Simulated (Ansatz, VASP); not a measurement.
**ZnO: VASP beside Ansatz**

File INCAR:

```
PREC = Accurate ; ENCUT = 520
EDIFF = 1E-6 ; ISMEAR = 0
SIGMA = 0.02 ; LREAL = F
LASPH = T ; NELM = 80
ALGO = Fast ; ISIF = 2
LWAVE = F ; LCHARG = F
GGA = PE ; NBANDS = 26
```

File KPOINTS:

```
Automatic mesh
0
Gamma
  9 9 6
```

File POSCAR:

```
ZnO
1.0
    3.2796453204      0.0000000000      0.0000000000
   -1.6398226602      2.8402561629      0.0000000000
    0.0000000000      0.0000000000      5.2931535335
Zn O
2 2
Direct
    0.3333333333      0.6666666667      0.8104565264
    0.6666666667      0.3333333333      0.3104565264
    0.6666666667      0.3333333333      0.6895524379
    0.3333333333      0.6666666667      0.1895524379
```

Input for Ansatz:

```yaml
crystal:
  lattice:
    - [3.2796453204, 0.0, 0.0]
    - [-1.6398226602, 2.8402561629, 0.0]
    - [0.0, 0.0, 5.2931535335]
  atoms:
    - { symbol: Zn, position: [0.3333333333, 0.6666666667, 0.8104565264] }
    - { symbol: Zn, position: [0.6666666667, 0.3333333333, 0.3104565264] }
    - { symbol: O, position: [0.6666666667, 0.3333333333, 0.6895524379] }
    - { symbol: O, position: [0.3333333333, 0.6666666667, 0.1895524379] }
basis:
  ecutwfc: 420
kpoints:
  mp_grid: { grid: [9, 9, 6] }
  band_path:
    path:
      - [[0.0, 0.0, 0.0], [0.5, 0.0, 0.0], [0.33333333, 0.33333333, 0.0], [0.0, 0.0, 0.0], [0.0, 0.0, 0.5], [0.5, 0.0, 0.5], [0.33333333, 0.33333333, 0.5], [0.0, 0.0, 0.5]]
      - [[0.5, 0.0, 0.5], [0.5, 0.0, 0.0]]
      - [[0.33333333, 0.33333333, 0.5], [0.33333333, 0.33333333, 0.0]]
    npoints: 14
hamiltonian:
  xc: pbe
scf:
  occupations: { method: gaussian, width: 0.02 }
  n_extra_bands: 10
output:
  forces: true
  stress: true
  eigenvalues: true
  populations: true
  dos: { projected: true, de: 0.02, nscf_kmesh: { grid: [14, 14, 9] } }
  bader: true
  write_density: true
  write_potential: true
  elf: true
  volumetric_format: npy
```

The cell was built by a generator and needn't be a form met in nature.

Alike in both runs: task single point; functional PBE; k mesh 9 × 9 × 6; occupations gaussian, width 0.02 eV; no spin polarisation.

|  | VASP | Ansatz |
| --- | --- | --- |
| version | VASP 6.6.1 | Ansatz 0.2.0 |
| potentials or method | VASP PAW PBE potentials, release 64 (Zn, O) | scalar-relativistic, plane waves, PAW |
| plane-wave cutoff (eV) | 520 | 420 |
| valence electrons in the cell | 36 | 36 |

```csv
,VASP,Ansatz,Ansatz less VASP
gap on the k mesh at the Fermi level (eV),0.73,0.74,+0.017
least direct gap on the mesh (eV),0.73,0.74,+0.017
pressure (GPa),0.9,0.0,-0.87
```
